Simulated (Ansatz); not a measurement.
# SnO (rocksalt type): maximally localised Wannier functions

Aim: build maximally localised Wannier functions for SnO (rocksalt type) from several sets of trial orbitals, and check spreads and centres. Plan: PBE, anion s p, 6×6×6; PBE, anion s p, 4×4×4; PBE, anion s p, 8×8×8; PBE, anion p, 6×6×6; PBE, all s p, disentangled, 6×6×6; r2SCAN, anion s p, 6×6×6; r2SCAN, all s p, disentangled, 6×6×6; r2SCAN, anion p, 6×6×6; HSE06, anion s p, 6×6×6; HSE06, anion p, 6×6×6 (level, trial orbitals, Wannier mesh).

Method: plane waves, PAW, in Ansatz 0.2.0.

### Step 1. Starting point

The structure is cubic, space group Fm-3m (No. 225). Conventional cell: a = 5.074 Å, b = 5.074 Å, c = 5.074 Å, α = 90.00°, β = 90.00°, γ = 90.00°. Sn (site symmetry m-3m) has 6 O at 2.54 Å as nearest neighbours. O (site symmetry m-3m) is surrounded by 6 Sn at 2.54 Å.

Coordinates:

```cif
data_structure
_symmetry_space_group_name_H-M 'Fm-3m'
_symmetry_Int_Tables_number 225
_cell_length_a 5.0739
_cell_length_b 5.0739
_cell_length_c 5.0739
_cell_angle_alpha 90.000
_cell_angle_beta 90.000
_cell_angle_gamma 90.000
_cell_volume 130.63
loop_
_atom_site_label
_atom_site_type_symbol
_atom_site_symmetry_multiplicity
_atom_site_Wyckoff_symbol
_atom_site_fract_x
_atom_site_fract_y
_atom_site_fract_z
_atom_site_occupancy
Sn1 Sn 4 a 0.00000 0.00000 0.00000 1
O1 O 4 b 0.50000 0.00000 0.00000 1
```

The cell was relaxed beforehand with r2SCAN; those runs aren't shown. No run includes spin-orbit coupling, which matters for Sn.

### Step 2. PBE, anion s p, 6×6×6

input.yaml

```yaml
crystal:
  lattice:
    - [0.0, 2.5369732568, 2.5369732568]
    - [2.5369732568, 0.0, 2.5369732568]
    - [2.5369732568, 2.5369732568, 0.0]
  atoms:
    - { symbol: Sn, position: [0.0, 0.0, 0.0] }
    - { symbol: O, position: [0.5, 0.5, 0.5] }
kpoints:
  mp_grid: { grid: [6, 6, 6] }
  band_path:
    path:
      - [[0.0, 0.0, 0.0], [0.5, -2.989131490093e-35, 0.5], [0.625, 0.25, 0.625]]
      - [[0.375, 0.375, 0.75], [0.0, 0.0, 0.0], [0.5, 0.5, 0.5], [0.5, 0.25, 0.75], [0.5, -2.989131490093e-35, 0.5]]
    npoints: 10
hamiltonian:
  xc: pbe
scf:
  occupations: { method: fermi_dirac, width: 0.02 }
  n_extra_bands: 6
output:
  forces: false
  stress: false
  eigenvalues: true
  wannier:
    kmesh: [6, 6, 6]
    projections: [{ species: O, l: s }, { species: O, l: p }]
    minimise: true
    write_hr: true
    conv_tol: 1.0e-08
    max_iter: 3000
  write_density: true
  write_potential: true
  elf: true
  volumetric_format: npy
```

Command:

```sh
> ansatz run input.yaml --threads 4 --pin off --max-ram 3686MiB --backend cpu --events-out ev --progress --plain --runs-dir out
```

Further steps of the session: PBE, anion s p, 4×4×4; PBE, anion s p, 8×8×8; PBE, anion p, 6×6×6; PBE, all s p, disentangled, 6×6×6; r2SCAN, anion s p, 6×6×6; r2SCAN, all s p, disentangled, 6×6×6; r2SCAN, anion p, 6×6×6; HSE06, anion s p, 6×6×6; HSE06, anion p, 6×6×6.

Before running them: what should the planned runs give, taken together? Wanted: total spread, PBE, anion s p, 6×6×6; total spread, PBE, anion s p, 4×4×4; total spread, PBE, anion s p, 8×8×8; total spread, PBE, anion p, 6×6×6; total spread, PBE, all s p, disentangled, 6×6×6; total spread, r2SCAN, anion s p, 6×6×6; total spread, r2SCAN, all s p, disentangled, 6×6×6; total spread, r2SCAN, anion p, 6×6×6; total spread, HSE06, anion s p, 6×6×6.

As calculated:

| quantity | value |
| --- | --- |
| total spread, PBE, anion s p, 6×6×6 | 5.55 Å² over 4 functions |
| total spread, PBE, anion s p, 4×4×4 | 4.78 Å² over 4 functions |
| total spread, PBE, anion s p, 8×8×8 | 6.04 Å² over 4 functions |
| total spread, PBE, anion p, 6×6×6 | 5.36 Å² over 3 functions |
| total spread, PBE, all s p, disentangled, 6×6×6 | 9.14 Å² over 8 functions |
| total spread, r2SCAN, anion s p, 6×6×6 | 5.31 Å² over 4 functions |
| total spread, r2SCAN, all s p, disentangled, 6×6×6 | 9.18 Å² over 8 functions |
| total spread, r2SCAN, anion p, 6×6×6 | 5.05 Å² over 3 functions |
| total spread, HSE06, anion s p, 6×6×6 | 5.10 Å² over 4 functions |
| total spread, HSE06, anion p, 6×6×6 | 4.87 Å² over 3 functions |
| centres of the first set | 0.37 Å from the nearest atom |

What this shows: With PBE, anion s p, 6×6×6 the 4 functions move off the atoms, with a mean spread of 1.39 Å²; 90 % of the total is gauge invariant. The total spread goes from 4.78 Å² on 4×4×4 to 6.04 Å² on 8×8×8: finite differences in k understate it on coarse meshes. On one set and mesh the functional gives 5.55 (PBE), 5.31 (r2SCAN), 5.10 (HSE06) Å².
